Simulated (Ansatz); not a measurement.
The system is MnO.

```xyz
2
Lattice="0.0000 2.2239 2.2239 2.2239 0.0000 2.2239 2.2239 2.2239 0.0000" Properties=species:S:1:pos:R:3 pbc="T T T"
Mn    0.0000    0.0000    0.0000
O     2.2239    2.2239    2.2239
```

The cell is a database's computed one.

Base run:

* Program: Ansatz 0.2.0
* Functional: r2SCAN
* Potentials or basis: Ansatz PAW
* Cutoff: 500 eV (not typed: the program's choice for these potentials)
* k mesh: 10 × 10 × 10
* Occupations: fermi-dirac, width 0.05 eV
* Spin: collinear spin, ferromagnetic start
* Starting moments: [4.0, 0.0] μB
* Hubbard terms: Mn d U = 8 eV

Its results: band gap on the k mesh 1.25 eV, indirect (least direct gap 3.05 eV); pressure 8.9 GPa; net moment 5.00 μB per cell; site moments Mn +4.38; O +0.11 μB.

After a change of settings the same cell gave: band gap on the k mesh 0.60 eV, indirect (least direct gap 3.10 eV); pressure 3.6 GPa; net moment 5.00 μB per cell; site moments Mn +4.32; O +0.19 μB. Which change was it?
A. hubbard terms from Mn d U = 8 eV to Mn d U = 3 eV
B. hubbard terms from Mn d U = 8 eV to none; hubbard projectors from ortho-atomic (the default) to none
C. hubbard terms from Mn d U = 8 eV to Mn d U = 4 eV

A.

Caveats: the magnetic or orbital state may not be the lowest; a cell with one magnetic atom can't hold antiferromagnetic order, which such compounds often take; the PAW data sets come from PBE, with cores solved anew for the run's functional, which leaves a small shift of forces and pressure.
